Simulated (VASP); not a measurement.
# ZnSe in VASP: one cell, several levels of theory, part 2 of 2

VASP 6.6.1, plane waves, PAW.

**3. r2SCAN**

INCAR reads:

```
ENCUT = 520.000000
SIGMA = 0.010000
EDIFF = 1.00e-07
ALGO = Normal
METAGGA = R2SCAN
PREC = Accurate
IBRION = -1
ISIF = 2
ISMEAR = 0
NBANDS = 16
NELM = 120
NSW = 0
LASPH = .TRUE.
LCHARG = .FALSE.
LWAVE = .FALSE.
LREAL = .FALSE.
```

KPOINTS reads:

```
KPOINTS created by Atomic Simulation Environment
0
Gamma
8 8 8
0 0 0
```

KPOINTS_OPT reads:

```
special points
6
Reciprocal
0.0000000000 0.0000000000 0.0000000000 1
-0.5000000000 -0.5000000000 0.0000000000 1
-0.3750000000 -0.3750000000 0.2500000000 1
-0.3750000000 0.0000000000 0.3750000000 1
0.0000000000 0.0000000000 0.5000000000 1
-0.5000000000 -0.2500000000 0.2500000000 1
```

POSCAR reads:

```
Zn Se
 1.0000000000000000
     0.0000000000000000    2.8324206844000002    2.7474480638999998
     2.8324206844000002    0.0000000000000000    2.7474480638999998
     2.8324206844000002    2.8324206844000002    0.0000000000000000
 Zn  Se
   1   1
Cartesian
  0.0000000000000000  0.0000000000000000  0.0000000000000000
  1.4162103421999999  1.4162103421999999  1.3737240319499997
```

Started as:

```
$ mpirun -np 1 vasp_std
```

Standard output, without the iteration lines:

```text
POSCAR found type information on POSCAR ZnSe
 POSCAR found :  2 types and       2 ions
 -----------------------------------------------------------------------------
|                                                                             |
|                                                                             |
|     You enforced a specific xc type in the INCAR file but a different       |
|     I HOPE YOU KNOW WHAT YOU ARE DOING!                                     |
|                                                                             |
 -----------------------------------------------------------------------------

 LDA part: xc-table for (None), standard interpolation
 POSCAR, INCAR and KPOINTS ok, starting setup
 FFT: planning ... GRIDC
 FFT: planning ... GRID_SOFT
 FFT: planning ... GRID
 WAVECAR not read
 entering main loop
 Start KPOINTS_OPT (optional k-point list driver)
k-point batch [1-6\6]
```

OSZICAR:

```text
N       E                     dE             d eps       ncg     rms          rms(c)
DAV:   1     0.653283921606E+02    0.65328E+02   -0.89153E+03  1896   0.133E+03
DAV:   2    -0.222743577564E+02   -0.87603E+02   -0.82371E+02  2136   0.253E+02
DAV:   3    -0.276198599437E+02   -0.53455E+01   -0.53271E+01  2200   0.617E+01
DAV:   4    -0.276596778398E+02   -0.39818E-01   -0.39814E-01  2360   0.579E+00
DAV:   5    -0.276598391497E+02   -0.16131E-03   -0.16131E-03  2384   0.328E-01    0.533E+00
DAV:   6    -0.249121565775E+02    0.27477E+01   -0.13195E+00  1952   0.327E+01    0.489E+00
DAV:   7    -0.248819604475E+02    0.30196E-01   -0.30885E-01  2400   0.890E+00    0.232E+00
DAV:   8    -0.248950486231E+02   -0.13088E-01   -0.34799E-02  2408   0.172E+00    0.546E-01
DAV:   9    -0.248966483079E+02   -0.15997E-02   -0.42929E-03  2456   0.153E+00    0.905E-02
DAV:  10    -0.248967670986E+02   -0.11879E-03   -0.95790E-04  2352   0.398E-01    0.562E-02
DAV:  11    -0.248967469375E+02    0.20161E-04   -0.42239E-04  2536   0.487E-01    0.473E-02
DAV:  12    -0.248967303277E+02    0.16610E-04   -0.13958E-04  2344   0.300E-01    0.774E-03
DAV:  13    -0.248967368197E+02   -0.64920E-05   -0.12924E-05  2512   0.668E-02    0.527E-03
DAV:  14    -0.248967354465E+02    0.13732E-05   -0.33932E-06  2320   0.355E-02    0.115E-03
DAV:  15    -0.248967363753E+02   -0.92886E-06   -0.14294E-07  1496   0.800E-03    0.243E-04
DAV:  16    -0.248967362384E+02    0.13696E-06   -0.42726E-08  1104   0.218E-03    0.411E-04
DAV:  17    -0.248967363314E+02   -0.92997E-07   -0.59695E-09  1024   0.117E-03
   1 F= -.24896736E+02 E0= -.24896736E+02  d E =-.305477E-51
       N       E                     dE             ncg
DAV:   1     0.221255144358E+04   -0.31319E+04      192
DAV:   2     0.166918097786E+04   -0.54337E+03      208
DAV:   3     0.163414088278E+04   -0.35040E+02      240
DAV:   4     0.163387212072E+04   -0.26876E+00      232
DAV:   5     0.163387103783E+04   -0.10829E-02      256
DAV:   6     0.163387102956E+04   -0.82681E-05      240
DAV:   7     0.163387102947E+04   -0.85367E-07      256
```

OUTCAR, selected sections:

```text
k-points           NKPTS =     59   k-points in BZ     NKDIM =     59   number of bands    NBANDS=     16

   NELECT =      18.0000    total number of electrons

   dimension x,y,z NGX =    30 NGY =   30 NGZ =   30
   dimension x,y,z NGXF=    60 NGYF=   60 NGZF=   60

  energy-cutoff  :      520.00
  volume of cell :       44.08
      direct lattice vectors                 reciprocal lattice vectors
     0.000000000  2.832420684  2.747448064    -0.176527450  0.176527450  0.181987062
     2.832420684  0.000000000  2.747448064     0.176527450 -0.176527450  0.181987062
     2.832420684  2.832420684  0.000000000     0.176527450  0.176527450 -0.181987062

 k-points in reciprocal lattice and weights: KPOINTS created by Atomic Simulation Env
   0.00000000  0.00000000  0.00000000       0.002
   0.12500000  0.00000000  0.00000000       0.016
   0.25000000  0.00000000  0.00000000       0.016
   0.37500000  0.00000000  0.00000000       0.016
   0.50000000  0.00000000  0.00000000       0.008
   0.12500000  0.12500000  0.00000000       0.004
   0.25000000  0.12500000  0.00000000       0.016
   0.37500000  0.12500000  0.00000000       0.016
[... 51 more k-points ...]

 E-fermi :   1.7552

 k-point     1 :       0.0000    0.0000    0.0000
  band No.  band energies     occupation
      1     -12.3509      2.00000
      2      -5.2386      2.00000
      3      -5.2386      2.00000
      4      -5.2249      2.00000
      5      -4.7985      2.00000
      6      -4.7927      2.00000
      7       1.5409      2.00000
      8       1.5409      2.00000
      9       1.6516      2.00000
     10       3.5830      0.00000
     11       7.8771      0.00000
     12       7.8924      0.00000
     13       7.8925      0.00000
     14      12.3116      0.00000
     15      13.3902      0.00000
     16      13.9190      0.00000

 k-point     2 :       0.1250    0.0000    0.0000
  band No.  band energies     occupation
      1     -12.2402      2.00000
      2      -5.2294      2.00000
      3      -5.2212      2.00000
      4      -5.2085      2.00000
      5      -4.7992      2.00000
      6      -4.7949      2.00000
      7       0.2998      2.00000
      8       1.3689      2.00000
      9       1.4635      2.00000
     10       4.4995      0.00000
     11       7.8250      0.00000
     12       8.1531      0.00000
     13       8.1803      0.00000
     14      12.6552      0.00000
     15      12.9670      0.00000
     16      13.2625      0.00000

 k-point     3 :       0.2500    0.0000    0.0000
  band No.  band energies     occupation
      1     -11.9521      2.00000
      2      -5.1830      2.00000
      3      -5.1773      2.00000
      4      -5.1606      2.00000
      5      -4.7956      2.00000
      6      -4.7953      2.00000
      7      -1.5414      2.00000
      8       1.0008      2.00000
      9       1.1354      2.00000
     10       4.9392      0.00000
     11       8.4817      0.00000
     12       8.5290      0.00000
     13       8.8485      0.00000
     14      12.5655      0.00000
     15      12.5977      0.00000
     16      13.0936      0.00000

 k-point     4 :       0.3750    0.0000    0.0000
  band No.  band energies     occupation
      1     -11.6267      2.00000
      2      -5.1522      2.00000
      3      -5.1348      2.00000
      4      -4.9561      2.00000
      5      -4.7869      2.00000
      6      -4.7811      2.00000
      7      -3.1027      2.00000
      8       0.6793      2.00000
      9       0.8490      2.00000
     10       4.7764      0.00000
     11       8.4070      0.00000
     12       8.6457      0.00000
     13      10.2830      0.00000
     14      12.7424      0.00000
     15      13.8322      0.00000
     16      13.9275      0.00000

 k-point     5 :       0.5000    0.0000    0.0000
  band No.  band energies     occupation
      1     -11.4780      2.00000
      2      -5.1421      2.00000
      3      -5.1225      2.00000
      4      -4.7826      2.00000
      5      -4.7716      2.00000
      6      -4.6287      2.00000
      7      -3.9361      2.00000
      8       0.5559      2.00000
      9       0.7393      2.00000
     10       4.6791      0.00000
     11       8.3084      0.00000
     12       8.5826      0.00000
     13      10.7527      0.00000
     14      13.4485      0.00000
     15      15.3651      0.00000
     16      15.6799      0.00000

 k-point     6 :       0.1250    0.1250    0.0000
  band No.  band energies     occupation
      1     -12.1980      2.00000
      2      -5.2360      2.00000
      3      -5.2058      2.00000
      4      -5.2058      2.00000
      5      -4.8045      2.00000
      6      -4.7895      2.00000
      7       0.3970      2.00000
      8       1.0737      2.00000
      9       1.0737      2.00000
     10       4.9681      0.00000
     11       7.0460      0.00000
     12       8.6014      0.00000
     13       8.6015      0.00000
     14      11.8707      0.00000
     15      13.6371      0.00000
     16      13.7967      0.00000

 k-point     7 :       0.2500    0.1250    0.0000
  band No.  band energies     occupation
      1     -11.9641      2.00000
      2      -5.2202      2.00000
      3      -5.1649      2.00000
      4      -5.1586      2.00000
      5      -4.8103      2.00000
      6      -4.7808      2.00000
      7      -1.0359      2.00000
      8       0.6498      2.00000
      9       0.8017      2.00000
     10       5.6376      0.00000
     11       6.9791      0.00000
     12       9.1241      0.00000
     13       9.1755      0.00000
     14      11.4430      0.00000
     15      13.6452      0.00000
     16      14.4701      0.00000

 k-point     8 :       0.3750    0.1250    0.0000
  band No.  band energies     occupation
      1     -11.6456      2.00000
      2      -5.1542      2.00000
      3      -5.1284      2.00000
      4      -5.0449      2.00000
      5      -4.7892      2.00000
      6      -4.7703      2.00000
      7      -2.5937      2.00000
      8       0.3490      2.00000
      9       0.3986      2.00000
     10       5.5339      0.00000
     11       7.8620      0.00000
     12       9.1839      0.00000
     13       9.3067      0.00000
     14      12.6670      0.00000
     15      14.1595      0.00000
     16      14.6840      0.00000

 k-point     9 :       0.5000    0.1250    0.0000
  band No.  band energies     occupation
      1     -11.4342      2.00000
      2      -5.1226      2.00000
      3      -5.1153      2.00000
      4      -4.8416      2.00000
      5      -4.7695      2.00000
      6      -4.6443      2.00000
      7      -3.6831      2.00000
      8       0.0440      2.00000
      9       0.3033      2.00000
     10       5.4155      0.00000
     11       7.9942      0.00000
     12       8.9072      0.00000
     13      10.6117      0.00000
     14      13.2428      0.00000
     15      15.0583      0.00000
     16      15.6466      0.00000

 k-point    10 :      -0.3750    0.1250    0.0000
  band No.  band energies     occupation
      1     -11.4911      2.00000
      2      -5.1258      2.00000
      3      -5.1187      2.00000
      4      -4.8459      2.00000
      5      -4.7884      2.00000
      6      -4.7520      2.00000
      7      -3.3836      2.00000
      8      -0.0868      2.00000
      9       0.5290      2.00000
     10       5.4904      0.00000
     11       8.1109      0.00000
     12       8.7553      0.00000
     13      10.5812      0.00000
     14      13.4326      0.00000
     15      13.7120      0.00000
     16      15.3690      0.00000

 k-point    11 :      -0.2500    0.1250    0.0000
  band No.  band energies     occupation
      1     -11.7699      2.00000
      2      -5.1585      2.00000
      3      -5.1378      2.00000
      4      -5.1011      2.00000
      5      -4.8077      2.00000
      6      -4.7808      2.00000
      7      -2.0940      2.00000
      8       0.1004      2.00000
      9       0.9305      2.00000
     10       5.6579      0.00000
     11       8.3377      0.00000
     12       8.6675      0.00000
     13       9.0371      0.00000
     14      11.8357      0.00000
     15      13.6655      0.00000
     16      14.9371      0.00000

 k-point    12 :      -0.1250    0.1250    0.0000
  band No.  band energies     occupation
      1     -12.0740      2.00000
      2      -5.2112      2.00000
      3      -5.2000      2.00000
      4      -5.1701      2.00000
      5      -4.8090      2.00000
      6      -4.7884      2.00000
      7      -0.6517      2.00000
      8       0.6993      2.00000
      9       1.2992      2.00000
     10       5.3141      0.00000
     11       7.7415      0.00000
     12       8.3141      0.00000
     13       8.7934      0.00000
     14      11.6751      0.00000
     15      12.7948      0.00000
     16      14.4416      0.00000

[... the tables of k-points 13 to 59 left out ...]

  Total        0.5156018      0.5156018      0.8066267      0.0000000      0.0000000     -0.0000000
  in kB       18.7391543     18.7391543     29.3162349      0.0000000      0.0000000     -0.0000000
  external PRESSURE =      22.2648478 kB  Pullay stress =       0.0000000 kB

 POSITION                                       TOTAL-FORCE (eV/Angst)
 -----------------------------------------------------------------------------------
      0.00000      0.00000      0.00000         0.000000      0.000000     -0.000000
      1.41621      1.41621      1.37372        -0.000000     -0.000000      0.000000
 -----------------------------------------------------------------------------------
    total drift:                                0.000027      0.000027      0.000024

  FREE ENERGIE OF THE ION-ELECTRON SYSTEM (eV)
  ---------------------------------------------------
  free  energy   TOTEN  =       -24.8967363314 eV

  energy  without entropy=      -24.8967363314  energy(sigma->0) =      -24.89673633
```

Wall time 2.4 min (1 MPI rank of Intel Xeon Platinum 8488C, shared host); peak memory 0.21 GiB.

The levels at the points of KPOINTS_OPT are read from vasprun.xml.

Near the gap, in eV above the top of the last filled band v; c is the band after it:

```tsv
point	v−1	v	c	c+1
Γ	-0.11	0.00	1.93	6.23
X	-2.54	-2.54	3.09	3.59
U	-3.36	-2.11	3.74	5.87
K	-3.38	-1.94	3.97	6.15
L	-1.10	-0.91	3.03	6.66
W	-3.03	-2.92	5.68	6.06
```

The r2SCAN gap is 1.93 eV, direct at Γ. The pressure is 2.23 GPa; the forces vanish within 0.01 eV/Å.

**4. Results**

The summary covers parts 1 to 2.

```
 level  gap (eV)  pressure (GPa)
   PBE      1.35            4.61
r2SCAN      1.93            2.23
```

**Reading.** The gap spans 1.35 eV (PBE) to 1.93 eV (r2SCAN). The pressure is highest with PBE (4.6 GPa) and lowest with r2SCAN (2.2 GPa), which orders the cells that they would relax to.
